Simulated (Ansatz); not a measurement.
Reaction (ligand exchange at the Al–S bond): `CCC[S][AlH2]` + silanol → `[AlH2][O][SiH3]` + `CCCS`

Isolated molecules relaxed with PBE0-D4/def2-TZVP in Ansatz; ΔE leaves out vibrations. CCSD(T)/CBS is the MP2 limit (def2-TZVPP, def2-QZVPP) plus CCSD(T) − MP2 in def2-TZVPP, frozen cores. One conformer a species, not always the lowest.

`CCC[S][AlH2]`:

Cartesian coordinates in Å:
```
C -0.522 0.671 -1.968
C 0.408 0.300 -0.825
C -0.111 -0.884 -0.034
S 1.044 -1.436 1.273
Al 0.434 -0.199 2.947
H -1.519 0.931 -1.600
H -0.140 1.528 -2.525
H -0.635 -0.159 -2.671
H 1.406 0.067 -1.206
H 0.529 1.154 -0.149
H -0.249 -1.750 -0.685
H -1.082 -0.656 0.411
H 1.240 -0.334 4.300
H -0.804 0.767 2.731
```

`O[SiH3]`:

Cartesian coordinates in Å:
```
O 0.135 -1.030 -0.751
Si -0.080 0.380 0.075
H 0.394 -1.805 -0.252
H -1.150 0.257 1.103
H -0.469 1.388 -0.937
H 1.169 0.810 0.763
```

`[AlH2][O][SiH3]`:

Cartesian coordinates in Å:
```
Al -1.435 -0.801 0.891
O -0.150 -0.087 0.075
Si 1.101 0.613 -0.685
H -1.722 -2.331 0.627
H -2.283 0.101 1.873
H 0.647 1.193 -1.977
H 2.167 -0.388 -0.957
H 1.674 1.700 0.154
```

`CCCS`:

```xyz
12

C    -0.242    1.250    0.454
C    -0.762   -0.163    0.268
C     0.092   -1.018   -0.653
S     1.756   -1.397   -0.036
H    -0.135    1.762   -0.507
H     0.733    1.251    0.947
H    -0.921    1.841    1.071
H    -1.773   -0.128   -0.156
H    -0.846   -0.660    1.239
H    -0.366   -2.000   -0.790
H     0.179   -0.566   -1.644
H     2.285   -0.174   -0.192
```

| species | HF/def2-QZVPP energy (Eh) |
| --- | --- |
| `CCC[S][AlH2]` | -758.41137 |
| `O[SiH3]` | -366.22391 |
| `[AlH2][O][SiH3]` | -608.79386 |
| `CCCS` | -515.86679 |

**Question.** Work out ΔE.

**Answer.** ΔE = (-608.79386) + (-515.86679) − (-758.41137) − (-366.22391) = -0.02537 Eh = -15.9 kcal/mol. CCSD(T)/CBS gives -11.3 kcal/mol.

Largest T1 diagnostic among the species: 0.012.

In def2-TZVPP, CCSD(T) changes the Hartree–Fock value by +3.3 kcal/mol (the triples alone add +0.9 kcal/mol) and MP2 by +3.6 kcal/mol. From PBE to PBE0 (25 % exact exchange), in def2-TZVPP and without D4, ΔE moves by −0.9 kcal/mol.
